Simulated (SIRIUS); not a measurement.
# CuO: single point with PBE

The system is CuO.

```
CELL_PARAMETERS angstrom
2.55255 0.00000 0.00000
0.00000 2.55255 0.00000
0.00000 0.00000 2.55255
ATOMIC_POSITIONS crystal
Cu 0.96113 0.02307 0.98562
O 0.47079 0.49919 0.52579
```

The cell comes from a database or a generator and needn't be the stable form of this composition.

The cell isn't the ideal one: atoms moved at random.

```json
{"Program": "SIRIUS 7.12.0", "Task": "single point", "Functional": "PBE", "Potentials or basis": "all-electron FP-LAPW", "Cutoff": "290 eV", "Basis": "apw+lo standard", "k mesh": "10 × 10 × 10", "Occupations": "fermi-dirac, width 0.05 eV", "Spin": "no spin polarisation"}
```

| Property | Result |
| --- | --- |
| Largest force | 0.278 eV/Å |
| Band gap on the k mesh | none (metal or under the smearing width) |
| All electrons inside the program's atomic spheres | Cu 28.10; O 6.95 (radii Cu 2.34, O 1.56 bohr) |

Forces in eV/Å, atoms in the order of the input:
```
Cu   0.063 -0.148  0.222
O   -0.065  0.150 -0.225
```

Levels at points of the mesh, in eV from the Fermi level:
```tsv
k point	band 11	band 12	band 13	band 14	band 15	band 16
(0.00, 0.00, 0.00)	-1.73	-1.59	-1.55	1.22	15.93	16.09
(0.50, 0.00, 0.00)	-1.24	0.35	0.45	6.98	8.60	17.85
(0.00, 0.50, 0.00)	-1.23	0.35	0.46	6.96	8.61	17.83
(0.50, 0.50, 0.00)	-2.24	-1.26	-0.90	5.52	12.11	12.14
(0.00, 0.00, 0.50)	-1.21	0.40	0.43	6.93	8.64	17.80
(0.50, 0.00, 0.50)	-2.24	-1.25	-0.90	5.48	12.10	12.18
(0.00, 0.50, 0.50)	-2.25	-1.24	-0.89	5.46	12.07	12.21
(0.50, 0.50, 0.50)	0.29	0.31	0.36	7.06	7.15	7.20
```

Wall time 12 min on 1 thread of Arm Neoverse N1, on a shared host, peak memory 1.9 GiB.

Caveat: an odd number of electrons without spin polarisation forces a metal; a magnetic or distorted state may lie lower; the run has no spin polarisation, though such a crystal can be magnetic; semilocal functionals often make such compounds metallic where correlation or magnetic order opens a gap, which also shifts bond lengths.
